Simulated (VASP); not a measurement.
# NaF (Villiaumite): Na into a neighbouring Na vacancy, part 2 of 5

Wanted: the minimum-energy path in NaF (Villiaumite) for this move: Na into a neighbouring Na vacancy. The start is a cell from a database of measured crystal structures.

VASP 6.6.1; PBEsol; plane waves and PAW (Na, F).

So far. Step 2 (Relax the host): The run ended after 3 ionic steps, 0.013 eV below its first step, once forces and stress met EDIFFG = -0.02. Step 3 (Relax the host again, on a new basis): The start already met the threshold, so nothing moved.

## Step 4: Relax the start

System of this step: Villiaumite. The cell holds 53 atoms: 26 Na and 27 F. Its edges and angles: a = 9.652 Å, b = 9.652 Å, c = 9.652 Å, α = 60.0°, β = 60.0°, γ = 60.0°. It derives from NaF (Villiaumite). Nearest the centre at fractional (0.000, 0.000, 0.167): F45 at 1.60 Å, F33 at 1.61 Å, Na1 at 1.63 Å, F52 at 2.75 Å, F29 at 2.76 Å, Na3 at 2.78 Å, Na19 at 2.79 Å, Na7 at 2.79 Å. The cell carries charge −1.

A path needs two true minima; the start is relaxed with symmetry off.

This cell carries charge -1, set by NELECT and balanced by a uniform background.

File INCAR:

```
SYSTEM = Na26F27
PREC = Normal
ENCUT = 400
EDIFF = 1E-05
NELM = 120
ISMEAR = 0
SIGMA = 0.05
LREAL = Auto
ALGO = Fast
GGA = PS
NELECT = 216
NBANDS = 150
LORBIT = 11
LWAVE = .FALSE.
LCHARG = .FALSE.
KPAR = 6
IBRION = 2
NSW = 60
ISIF = 2
EDIFFG = -0.05
POTIM = 0.4
MAXMIX = 40
ISYM = 0
```

File POSCAR:

```
Na26F27
1.0
    0.0000000000      6.8246634078      6.8246634078
    6.8246634078      0.0000000000      6.8246634078
    6.8246634078      6.8246634078      0.0000000000
Na F
26 27
Direct
    0.0011817008     -0.0002133393      0.3345594235
    0.0038901372     -0.0025820153      0.6654297179
    0.0021724789      0.3322292511     -0.0004694847
    0.0004117459      0.3345237557      0.3330048801
    0.0001339624      0.3317864974      0.6660552890
   -0.0012477991      0.6670574074      0.0013642066
    0.0007807834      0.6659097443      0.3317988358
    0.0037751181      0.6658418020      0.6666838640
    0.3342819180     -0.0014607626     -0.0064844277
    0.3345834394     -0.0006132339      0.3327093181
    0.3280474103      0.0041793336      0.6686937601
    0.3322592800      0.3363505253      0.0029692471
    0.3319169938      0.3352404362      0.3299199103
    0.3303740770      0.3342903614      0.6660291095
    0.3319105849      0.6678014303     -0.0013458910
    0.3325037122      0.6660125760      0.3342672415
    0.3342392640      0.6667009972      0.6683723431
    0.6682029219     -0.0030057490      0.0006078865
    0.6651479386      0.0041986177      0.3317111375
    0.6644063576      0.0013404118      0.6652674580
    0.6655479316      0.3315737195      0.0019181631
    0.6678978014      0.3307343667      0.3326870906
    0.6650185657      0.3301495847      0.6705405757
    0.6676524032      0.6648090136      0.0026031495
    0.6693283436      0.6647477268      0.3328761426
    0.6626768479      0.6663139468      0.6696448145
    0.1673106639      0.1682947927      0.1647161489
    0.1622420600      0.1675887913      0.4996453257
    0.1654295839      0.1660274860      0.8365624998
    0.1680074313      0.5000319166      0.1666316766
    0.1656196042      0.5007691635      0.5017987058
    0.1652947845      0.4947756469      0.8377991199
    0.1648296625      0.8309932847      0.1686003793
    0.1664884164      0.8360390190      0.4982696404
    0.1696171257      0.8339547534      0.8323438597
    0.4959368408      0.1662920432      0.1681634835
    0.4962588027      0.1683899918      0.5034150503
    0.5007567756      0.1684071345      0.8320156178
    0.4989233779      0.4989825123      0.1677835826
    0.4987727668      0.5031786538      0.4981974377
    0.4919192311      0.5008533671      0.8369459374
    0.5013628426      0.8290372329      0.1727705596
    0.5014637251      0.8294058337      0.5002622763
    0.5010109072      0.8338814835      0.8313022514
    0.8340757171      0.1654069438      0.1667386318
    0.8327097790      0.1645050297      0.4996862883
    0.8300756260      0.1667215952      0.8332974973
    0.8310415748      0.5021337961      0.1688025664
    0.8316322548      0.5010313447      0.5004677370
    0.8314255035      0.4985104557      0.8360687961
    0.8296996647      0.8338721124      0.1685700376
    0.8364649602      0.8349705870      0.4957238614
    0.8321578723      0.8282437986      0.8349779043
```

File KPOINTS:

```
Automatic mesh
0
Gamma
2 2 2
0 0 0
```

PAW data sets: Na and F (PBE family, release 64).

The run is started by

```
$ mpirun -np 6 vasp_std
```

The log of the run:

```text
[banner, memory and clock lines left out]
running    6 mpi-ranks, on    1 nodes
 distrk:  each k-point on    1 cores,    6 groups
 distr:  one band on    1 cores,    1 groups

 POSCAR found type information on POSCAR NaF
 POSCAR found :  2 types and      53 ions
 [... a notice as in an earlier step ...]

 [... a notice as in an earlier step ...]

 LDA part: xc-table for (Slater+PW92), standard interpolation
 POSCAR, INCAR and KPOINTS ok, starting setup
 FFT: planning ... GRIDC
 FFT: planning ... GRID_SOFT
 FFT: planning ... GRID
 WAVECAR not read
 entering main loop
       N       E                     dE             d eps       ncg     rms          rms(c)
DAV:   1     0.175649374950E+04    0.17565E+04   -0.87336E+04  2520   0.103E+03
DAV:   2    -0.626441464902E+02   -0.18191E+04   -0.17768E+04  2792   0.306E+02
DAV:   3    -0.250052845903E+03   -0.18741E+03   -0.18551E+03  2776   0.106E+02
DAV:   4    -0.254715942045E+03   -0.46631E+01   -0.46451E+01  2808   0.199E+01
DAV:   5    -0.254835977679E+03   -0.12004E+00   -0.11989E+00  2904   0.302E+00BRMIX: very serious problems
 the old and the new charge density differ
 old charge density:   215.00000 new  215.99992
BRMIX: very serious problems
 the old and the new charge density differ
 old charge density:   215.00000 new  215.99992
BRMIX: very serious problems
 the old and the new charge density differ
 old charge density:   215.00000 new  215.99992
BRMIX: very serious problems
 the old and the new charge density differ
 old charge density:   215.00000 new  215.99992
BRMIX: very serious problems
 the old and the new charge density differ
 old charge density:   215.00000 new  215.99992
BRMIX: very serious problems
 the old and the new charge density differ
 old charge density:   215.00000 new  215.99992
    0.246E+01
RMM:   6    -0.234573855227E+03    0.20262E+02   -0.64694E+01  2400   0.192E+01    0.868E+00
RMM:   7    -0.234412888516E+03    0.16097E+00   -0.39496E+00  2400   0.426E+00    0.605E+00
RMM:   8    -0.234247603790E+03    0.16528E+00   -0.95234E-01  2400   0.349E+00    0.872E-01
RMM:   9    -0.234250917445E+03   -0.33137E-02   -0.20405E-01  2400   0.119E+00    0.520E-01
RMM:  10    -0.234271707605E+03   -0.20790E-01   -0.21530E-01  2403   0.103E+00    0.876E-01
RMM:  11    -0.234261245909E+03    0.10462E-01   -0.20054E-02  2400   0.380E-01    0.364E-01
RMM:  12    -0.234259846283E+03    0.13996E-02   -0.15535E-02  2400   0.339E-01    0.420E-02
RMM:  13    -0.234260520046E+03   -0.67376E-03   -0.21724E-03  2448   0.117E-01    0.169E-01
RMM:  14    -0.234260054300E+03    0.46575E-03   -0.21906E-03  2400   0.126E-01    0.276E-02
RMM:  15    -0.234260064438E+03   -0.10137E-04   -0.15251E-04  2400   0.367E-02    0.294E-02
RMM:  16    -0.234260047421E+03    0.17017E-04   -0.63604E-05  2133   0.206E-02    0.420E-03
RMM:  17    -0.234260049640E+03   -0.22192E-05   -0.87313E-06  1551   0.757E-03
   1 F= -.23426005E+03 E0= -.23426005E+03  d E =-.234260E+03
 curvature:   0.00 expect dE= 0.000E+00 dE for cont linesearch  0.000E+00
 trial: gam= 0.00000 g(F)=  0.371E+00 g(S)=  0.000E+00 ort = 0.000E+00 (trialstep = 0.100E+01)
 search vector abs. value=  0.371E+00
 bond charge predicted
       N       E                     dE             d eps       ncg     rms          rms(c)
DAV:   1    -0.234482351995E+03   -0.22230E+00   -0.58436E+01  2472   0.199E+01    0.921E-01
RMM:   2    -0.234675531058E+03   -0.19318E+00   -0.14936E+00  2400   0.345E+00    0.263E+00
RMM:   3    -0.234588587365E+03    0.86944E-01   -0.23708E-01  2400   0.144E+00    0.103E+00
RMM:   4    -0.234582423718E+03    0.61636E-02   -0.26802E-02  2400   0.527E-01    0.814E-01
RMM:   5    -0.234578064128E+03    0.43596E-02   -0.26493E-02  2400   0.455E-01    0.433E-01
RMM:   6    -0.234575552994E+03    0.25111E-02   -0.32223E-02  2400   0.461E-01    0.148E-01
RMM:   7    -0.234575209434E+03    0.34356E-03   -0.17082E-03  2400   0.114E-01    0.455E-02
RMM:   8    -0.234575380272E+03   -0.17084E-03   -0.14750E-03  2400   0.107E-01    0.870E-02
RMM:   9    -0.234575229144E+03    0.15113E-03   -0.58186E-04  2400   0.656E-02    0.121E-02
RMM:  10    -0.234575228772E+03    0.37205E-06   -0.36553E-05  2037   0.174E-02
   2 F= -.23457523E+03 E0= -.23457523E+03  d E =-.315179E+00
[... from here on, the cycles between the ionic steps are left out ...]
   3 F= -.23485498E+03 E0= -.23485498E+03  d E =-.594928E+00
   4 F= -.23485544E+03 E0= -.23485544E+03  d E =-.595388E+00
   5 F= -.23489721E+03 E0= -.23489721E+03  d E =-.417726E-01
   6 F= -.23491280E+03 E0= -.23491280E+03  d E =-.573660E-01
   7 F= -.23492551E+03 E0= -.23492551E+03  d E =-.700688E-01
   8 F= -.23492555E+03 E0= -.23492555E+03  d E =-.701136E-01
   9 F= -.23493157E+03 E0= -.23493157E+03  d E =-.602098E-02
 trial-energy change:   -0.006021  1 .order   -0.005928   -0.007437   -0.004420
 step:   3.9781(harm=  4.7558)  dis= 0.01475  next Energy=  -234.934029 (dE=-0.848E-02)
 bond charge predicted
       N       E                     dE             d eps       ncg     rms          rms(c)
DAV:   1    -0.234927796040E+03    0.37749E-02   -0.41227E+00  2428   0.619E+00    0.247E-01
RMM:   2    -0.234933999369E+03   -0.62033E-02   -0.68126E-02  2400   0.781E-01    0.627E-02
RMM:   3    -0.234934329466E+03   -0.33010E-03   -0.51147E-03  2400   0.248E-01    0.396E-02
RMM:   4    -0.234934455701E+03   -0.12624E-03   -0.13497E-03  2425   0.117E-01    0.345E-02
RMM:   5    -0.234934456015E+03   -0.31399E-06   -0.24705E-04  2419   0.480E-02    0.195E-02
RMM:   6    -0.234934458689E+03   -0.26732E-05   -0.85241E-05  2253   0.260E-02
  10 F= -.23493446E+03 E0= -.23493446E+03  d E =-.890729E-02
 curvature:  -2.54 expect dE=-0.121E-02 dE for cont linesearch -0.190E-03
 trial: gam=-0.01364 g(F)=  0.477E-03 g(S)=  0.000E+00 ort = 0.578E-03 (trialstep = 0.234E+01)
 search vector abs. value=  0.462E-03
 reached required accuracy - stopping structural energy minimisation
```

Run time: 12 min. Hardware: 6 MPI ranks of AMD EPYC 7R43, shared host; peak memory 3.6 GiB.

OUTCAR, selected parts (step 4):

```text
NELECT = 216

 ion  position               nearest neighbor table
   1  0.001  1.000  0.335-  34 2.25  52 2.25  46 2.25  27 2.28  33 2.28  45 2.29   2 3.20  22 3.21
                            10 3.21  16 3.21   8 3.21   4 3.22   3 3.22  20 3.22  19 3.24   7 3.24
   2  0.004  0.997  0.665-  34 2.24  28 2.24  35 2.27  46 2.30  47 2.30  53 2.33  11 3.18  17 3.19
                             8 3.19   1 3.20  10 3.20   5 3.21   6 3.22   4 3.23  18 3.24  23 3.24
   3  0.002  0.332  1.000-  32 2.22  29 2.25  27 2.25  50 2.28  45 2.29  48 2.31  14 3.19   9 3.21
                             8 3.22  24 3.22  22 3.22   1 3.22   4 3.22  12 3.22   6 3.22   5 3.23
   4  0.000  0.335  0.333-  28 2.24  30 2.27  48 2.28  49 2.28  27 2.28  46 2.30  13 3.19  25 3.19
                            12 3.19   7 3.19   5 3.20   6 3.21   1 3.22   3 3.22  22 3.23  10 3.23
   5  0.000  0.332  0.666-  28 2.26  49 2.28  31 2.28  47 2.29  29 2.29  50 2.30  11 3.16  14 3.20
                             4 3.20   2 3.21  23 3.22  13 3.22   7 3.23   3 3.23  21 3.24  26 3.24
   6  0.999  0.667  0.001-  48 2.27  53 2.27  51 2.28  30 2.28  32 2.29  35 2.31  18 3.19  25 3.19
                             7 3.19  24 3.20   4 3.21  12 3.21  15 3.21   8 3.21   2 3.22   3 3.22
   7  0.001  0.666  0.332-  33 2.25  30 2.26  52 2.27  49 2.28  51 2.28  31 2.29   6 3.19  13 3.19
                             4 3.19  25 3.20  15 3.21  16 3.21   5 3.23   1 3.24   8 3.25  19 3.25
   8  0.004  0.666  0.667-  31 2.25  53 2.26  32 2.27  34 2.27  52 2.31  50 2.32  14 3.18  16 3.19
                             2 3.19  17 3.20   6 3.21   1 3.21   3 3.22  24 3.24   5 3.24   7 3.25
   9  0.334  0.999  0.994-  29 2.22  44 2.23  38 2.30  33 2.30  27 2.33  42 2.36  11 3.14  20 3.18
                            15 3.18  14 3.20   3 3.21  24 3.22  16 3.25  18 3.25   1 3.25  10 3.28
  10  0.335  0.999  0.333-  36 2.24  42 2.25  34 2.26  43 2.28  28 2.29  27 2.29   2 3.20   1 3.21
                            19 3.21  18 3.21  13 3.22  12 3.22  16 3.22  17 3.23   4 3.23  25 3.23
  11  0.328  0.004  0.669-  35 2.24  29 2.25  37 2.27  28 2.29  44 2.29  43 2.34   9 3.14   5 3.16
                             2 3.18  14 3.18  15 3.22  20 3.22  17 3.23  13 3.23  10 3.23  26 3.25
  12  0.332  0.336  0.003-  41 2.21  30 2.23  36 2.25  32 2.27  27 2.27  38 2.31  13 3.15  15 3.18
                            21 3.19   4 3.19   6 3.21  17 3.21  23 3.21  10 3.22   3 3.22  18 3.26
  13  0.332  0.335  0.330-  30 2.23  36 2.26  39 2.26  28 2.30  31 2.30  37 2.31  12 3.15   4 3.19
                            21 3.19   7 3.19  15 3.20  19 3.21  10 3.22  16 3.22   5 3.22  14 3.23
  14  0.330  0.334  0.666-  37 2.24  31 2.25  32 2.27  29 2.27  38 2.30  40 2.30   8 3.18  11 3.18
                             3 3.19   5 3.20   9 3.20  16 3.20  20 3.22  23 3.23  13 3.23  22 3.24
  15  0.332  0.668  0.999-  35 2.24  41 2.24  30 2.26  33 2.27  44 2.29  39 2.29  12 3.18   9 3.18
                            17 3.18  26 3.18  13 3.20   7 3.21   6 3.21  11 3.22  21 3.23  16 3.23
  16  0.333  0.666  0.334-  40 2.25  42 2.27  31 2.27  33 2.28  39 2.28  34 2.28   8 3.19  14 3.20
                             1 3.21   7 3.21  13 3.22  24 3.22  10 3.22  15 3.23  17 3.24  22 3.24
  17  0.334  0.667  0.668-  41 2.23  43 2.25  35 2.26  40 2.28  34 2.31  32 2.33  26 3.17  15 3.18
                             2 3.19   8 3.20  12 3.21  23 3.22  10 3.23   6 3.23  11 3.23  25 3.24
  18  0.668  0.997  0.001-  51 2.25  47 2.26  53 2.28  42 2.29  38 2.29  36 2.30   6 3.19  24 3.20
                            23 3.20  25 3.21  10 3.21  19 3.22  21 3.22  20 3.23   2 3.24   9 3.25
  19  0.665  0.004  0.332-  45 2.25  36 2.27  51 2.28  52 2.29  37 2.29  43 2.31  22 3.17  21 3.17
                            20 3.20  13 3.21  10 3.21  18 3.22   1 3.24  25 3.25   7 3.25  11 3.25
  20  0.664  0.001  0.665-  37 2.25  44 2.26  46 2.26  38 2.28  52 2.29  53 2.30   9 3.18  22 3.19
[...]
52  0.836  0.835  0.496-   1 2.25   7 2.27  19 2.29  20 2.29   8 2.31  26 2.34
  53  0.832  0.828  0.835-  24 2.24   8 2.26   6 2.27  18 2.28  20 2.30   2 2.33

 Found      8 irreducible k-points:

   k-points           NKPTS =      8   k-points in BZ     NKDIM =      8   number of bands    NBANDS=    150

   dimension x,y,z NGX =    48 NGY =   48 NGZ =   48
   dimension x,y,z NGXF=    96 NGYF=   96 NGZF=   96

   ENCUT  =  400.0 eV  29.40 Ry    5.42 a.u.  15.74 15.74 15.74*2*pi/ulx,y,z

 E-fermi :  -1.1645

 k-point     1 :       0.0000    0.0000    0.0000
  band No.  band energies     occupation
    ...
    104      -1.5276      2.00000
    105      -1.5268      2.00000
    106      -1.5266      2.00000
    107      -1.4948      2.00000
    108      -1.4924      2.00000
    109       4.7670      0.00000
    110       7.6764      0.00000
    111       7.6887      0.00000
    112       7.6962      0.00000
    113       7.6977      0.00000
    ...

 k-point     2 :       0.5000    0.0000    0.0000
  band No.  band energies     occupation
    ...
    104      -1.7550      2.00000
    105      -1.5534      2.00000
    106      -1.5527      2.00000
    107      -1.5231      2.00000
    108      -1.5210      2.00000
    109       5.6800      0.00000
    110       5.7838      0.00000
    111       7.5679      0.00000
    112       7.6641      0.00000
    113       7.6662      0.00000
    ...

  Total      -22.7903825    -22.7741040    -22.8132819      0.2569379      0.2592231      0.2304060
  in kB      -57.4365690    -57.3955439    -57.4942804      0.6475376      0.6532969      0.5806717
  external PRESSURE =     -57.4421311 kB  Pullay stress =       0.0000000 kB

  energy-cutoff  :      400.00
  volume of cell :      635.73
      direct lattice vectors                 reciprocal lattice vectors
     0.000000000  6.824663408  6.824663408    -0.073263686  0.073263686  0.073263686
     6.824663408  0.000000000  6.824663408     0.073263686 -0.073263686  0.073263686
     6.824663408  6.824663408  0.000000000     0.073263686  0.073263686 -0.073263686

 POSITION                                       TOTAL-FORCE (eV/Angst)
 -----------------------------------------------------------------------------------
      9.04226      2.22207      6.82540         0.021206      0.002438     -0.010591
     11.42602     11.42352     13.64350        -0.010339     -0.010441     -0.000146
      2.22198      6.82315      9.04028         0.010524      0.008306      0.011086
      4.55429      9.09602      9.09235         0.005591     -0.008421     -0.012968
      6.82845     11.42315      9.03331        -0.008289     -0.007649      0.015881
      4.60633      6.82435     11.42837        -0.006393     -0.001998     -0.012472
      6.83013      9.04306     11.42498        -0.009180      0.014554     -0.010242
      9.09686      4.55258      4.54465         0.000806      0.005469     -0.000863
     13.64651      9.04308      9.04209         0.008083      0.009331      0.011685
      9.09476      4.55394      9.09542        -0.007278      0.003661     -0.015194
      4.60653      6.81543      2.21911        -0.014448      0.018776      0.009095
      2.27779      2.27169      4.54330        -0.006067     -0.001587      0.004683
      4.55899      4.54478      4.54546        -0.009617      0.009256      0.001281
      6.83063      6.82101      4.55767        -0.005528     -0.001663      0.017229
      4.60462      2.21954      6.82318        -0.004510      0.007185      0.000875
      6.82345      4.56701      6.81848         0.007038      0.014741      0.006896
      9.08693      6.82648      6.82100        -0.013663     -0.003542      0.001974
      6.82074      4.59943     11.41725         0.006410      0.000428     -0.007096
      2.22467      6.82331      4.59880         0.005227     -0.001423     -0.005797
     11.37184      9.09393     11.37109         0.009746     -0.006144     -0.003320
      2.21848      4.60283      6.81454         0.012605     -0.006903      0.008814
      4.56665      6.82271      6.81686         0.011727      0.003462      0.010143
      6.82567      9.07903      6.81246        -0.000887     -0.011190      0.006548
      4.54946      4.55688      9.08633         0.009681     -0.010724      0.014498
      6.82945      6.83055      9.07683        -0.010172     -0.011655     -0.013477
      9.10195      9.09875      9.09094        -0.004722     -0.005808     -0.002950
      2.27599      2.28082      2.27697         0.018476      0.003821      0.005520
      4.54519      4.53597      2.27648        -0.004312      0.006681      0.003067
      6.82697      6.81713      2.40830        -0.005022      0.007543      0.013286
      4.55282      2.27600      4.53931        -0.021112      0.016820     -0.003555
      6.83106      4.54485      4.54113        -0.007835      0.005835      0.003510
      9.10693      6.82483      4.54255        -0.011016      0.000027      0.002393
      6.82333      2.41701      6.82331        -0.003458      0.011159     -0.010539
      9.10057      4.55114      6.82297        -0.004155     -0.002344     -0.006577
     11.23618      6.82187      6.82373        -0.010452      0.005586      0.004705
      2.28135      4.54419      4.53742         0.010165     -0.013918     -0.005707
      4.55321      6.81717      4.54242         0.000249      0.010952      0.003101
      6.82386      9.09853      4.53770         0.004272     -0.006112      0.008863
[...]
-----------------------------------------------------------------------------------
    total drift:                                0.019636     -0.048142     -0.109724

  FREE ENERGIE OF THE ION-ELECTRON SYSTEM (eV)
  ---------------------------------------------------
  free  energy   TOTEN  =      -234.9344586887 eV

  energy  without entropy=     -234.9344586887  energy(sigma->0) =     -234.93445869

 total charge
# of ion       s       p       d       tot
------------------------------------------
    1        0.055   0.051   0.000   0.106
    2        0.055   0.051   0.000   0.106
    3        0.055   0.051   0.000   0.106
    4        0.055   0.052   0.000   0.108
    5        0.055   0.051   0.000   0.106
    6        0.055   0.051   0.000   0.106
    7        0.055   0.051   0.000   0.106
    8        0.055   0.052   0.000   0.107
    9        0.055   0.051   0.000   0.106
   10        0.055   0.052   0.000   0.107
   11        0.055   0.051   0.000   0.106
   12        0.055   0.052   0.000   0.107
   13        0.055   0.052   0.000   0.107
   14        0.060   0.057   0.000   0.117
   15        0.055   0.051   0.000   0.106
   16        0.060   0.057   0.000   0.117
   17        0.060   0.057   0.000   0.117
   18        0.055   0.051   0.000   0.106
   19        0.055   0.051   0.000   0.106
   20        0.055   0.052   0.000   0.107
   21        0.055   0.051   0.000   0.106
   22        0.060   0.057   0.000   0.117
   23        0.060   0.057   0.000   0.117
   24        0.055   0.052   0.000   0.107
   25        0.060   0.057   0.000   0.116
   26        0.055   0.052   0.000   0.108
   27        1.760   4.402   0.000   6.162
   28        1.760   4.402   0.000   6.162
   29        1.761   4.405   0.000   6.166
   30        1.760   4.402   0.000   6.162
   31        1.760   4.398   0.000   6.158
   32        1.760   4.398   0.000   6.158
   33        1.761   4.405   0.000   6.166
   34        1.760   4.398   0.000   6.158
   35        1.761   4.405   0.000   6.166
   36        1.760   4.402   0.000   6.162
   37        1.760   4.398   0.000   6.158
[...]
--------------------------------------------------
tot         48.988 120.194   0.000 169.182

[... 1 part as in an earlier step ...]

[... 6 further parts left out ...]
```

(Continued in part 3 of 5.)

[Lines on the potential files, build, host, timing and source positions are cut from VASP's logs without a mark.]

[Logs are printed without paths, hosts, clocks, repeated set-up lines and the standing remarks that a program may print on its own settings, such as how far it seeks lower states.]

[Hosts, paths, dates, database ids (printed as entryN), source tags and the programs' standing remarks are cut or masked in the printed files.]

[Runs that stopped without an error message from VASP are left out.]
